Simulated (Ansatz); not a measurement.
Level of theory: DFT PBE, scalar-relativistic, plane waves, PAW (Ansatz). All cells share a 420 eV cutoff and Γ-centred k meshes spaced at most about 0.3 Å⁻¹ (2π included). No spin polarisation.

Temperature and zero-point effects are left out.

Two relaxed structures of WSe2:

A.

```
CELL_PARAMETERS angstrom
3.32048 0.00000 0.00000
-1.66024 2.87562 0.00000
0.00000 0.00000 24.82027
ATOMIC_POSITIONS crystal
W 0.66667 0.33333 0.15315
W 0.33333 0.66667 0.84685
Se 0.33333 0.66667 0.22076
Se 0.66667 0.33333 0.91447
Se 0.33333 0.66667 0.08553
Se 0.66667 0.33333 0.77924
```

B.

```
CELL_PARAMETERS angstrom
3.32061 0.00000 0.00000
-1.66030 2.87573 0.00000
0.00000 0.00000 31.02096
ATOMIC_POSITIONS crystal
W 0.66667 0.33333 0.00000
W 0.33333 0.66667 0.75435
W 0.33333 0.66667 0.24565
Se 0.33333 0.66667 0.05410
Se 0.66667 0.33333 0.80845
Se 0.66667 0.33333 0.29975
Se 0.33333 0.66667 0.94590
Se 0.66667 0.33333 0.70025
Se 0.66667 0.33333 0.19155
```

Question: Which is lower in energy, and by how much?

Answer: They are level within the accuracy (under 1 meV/atom apart). A has space group P-3m1 (No. 164), 39.5 Å³/atom and a gap of 1.54 eV on its mesh; B has space group P-6m2 (No. 187), 32.9 Å³/atom and a gap of 1.53 eV. In A, W has 6 Se at 2.55 Å; Se on its first site has 3 W at 2.55 Å; around Se on its second site lie 3 W at 2.55 Å. In B, W on a site of symmetry -6m2 is surrounded by 6 Se at 2.55 Å; around W on a site of symmetry 3m lie 6 Se at 2.55 Å; Se on its first site is surrounded by 3 W at 2.55 Å; 2 more sites not described. Origin: A and B, each reached from a Materials Project cell. The lowest form computed isn't among them: it has the 2H molybdenite type, space group P6_3/mmc (No. 194), 24.3 Å³/atom, is reached from a cell as deposited in COD and lies under 1 meV/atom below the best shown.

Weakly bound directions are ill-defined at this level, which has no dispersion term (P-3m1, P-6m2), and this can change margins and order among such cells. These runs have no spin–orbit coupling, which can matter for W. Kohn–Sham gaps at this level usually fall short of measured ones. Some structure types and database cells were kept out of the candidates from the start, so a known form may be missing.

The coordinates show that A and B are not competing bulk polymorphs but a bilayer and a trilayer of the 2H stacking, each separated from its periodic images by vacuum. The difference in volume per atom therefore mostly reflects empty space, not packing density, and the change of space group follows from the even or odd number of layers.

Their near-degeneracy arises because both contain the same covalently bonded, trigonal-prismatic Se–W–Se sheets, and the calculation gives almost no energy for bringing sheets together. In reality, interlayer attraction should favour the trilayer over the bilayer per atom, and the bulk over both; the near-tie with bulk 2H probably reflects the missing dispersion. The almost equal gaps fit this picture: the W d states that bound the gap are largely set within each sheet, and the wide interlayer spacing suppresses the Se-mediated coupling that normally narrows the gap as layers are added. The similar gaps are thus no evidence that real few-layer WSe2 is insensitive to thickness.
